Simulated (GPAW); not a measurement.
Here is a GPAW 26.7.0 calculation.

The input run.py:

```python
from ase import Atoms
from ase.dft.bandgap import bandgap
from ase.io import write
from ase.units import GPa
from gpaw import GPAW, PW

atoms = Atoms(['In', 'As'],
              cell=[[0.0, 3.018, 3.018],
                    [3.018, 0.0, 3.018],
                    [3.018, 3.018, 0.0]],
              scaled_positions=[[0.0, 0.0, 0.0],
                                [0.75, 0.75, 0.75]],
              pbc=True)

calc = GPAW(mode=PW(600),
            xc='PBE',
            kpts={'size': (8, 8, 8), 'gamma': True},
            occupations={'name': 'fermi-dirac', 'width': 0.05},
            nbands=18,
            convergence={'density': 1e-05, 'energy': 1e-05},
            maxiter=150,
            txt='gpaw.txt')
atoms.calc = calc
energy = atoms.get_potential_energy()
forces = atoms.get_forces()
stress = atoms.get_stress()
calc.write('gs.gpw')
write('result.traj', atoms)
print(f'Energy: {energy:.6f} eV')
print('Forces (eV/A):')
print(forces.round(4))
print('Stress (GPa):', (stress / GPa).round(3))
print('Fermi level:', round(calc.get_fermi_level(), 4), 'eV')
print(f'Gap: {bandgap(calc)[0]:.4f} eV, direct: {bandgap(calc, direct=True)[0]:.4f} eV')
```

Potentials or basis: GPAW PAW data sets (gpaw-data 1.2.1), pw.

Command:

```sh
$ OMP_NUM_THREADS=1 python run.py
```

Question: Predict the pressure.

Answer: 4.0 GPa.

Question: What does it give for the band gap on the k mesh?

Answer: None (metal or under the smearing width).

Caveat: this crystal is a semiconductor, whose small gap the functional closes, so the metal is an error of the method.

**The experiment to reproduce.**

From a printed reference work, data compilation, for a bulk crystal of InAs at 4.2 K: band gap 0.418 eV (direct).

Measured gap of InAs: 0.418 eV (direct; 4.2 K; a printed reference work, data compilation). This calculation gives 0.00 eV (-0.42 eV). Spin-orbit coupling on As, In is left out. The value is that of PBE on a finite k mesh, which can miss the band edges, without temperature or zero-point motion. Semilocal functionals fall short of measured gaps as a rule.
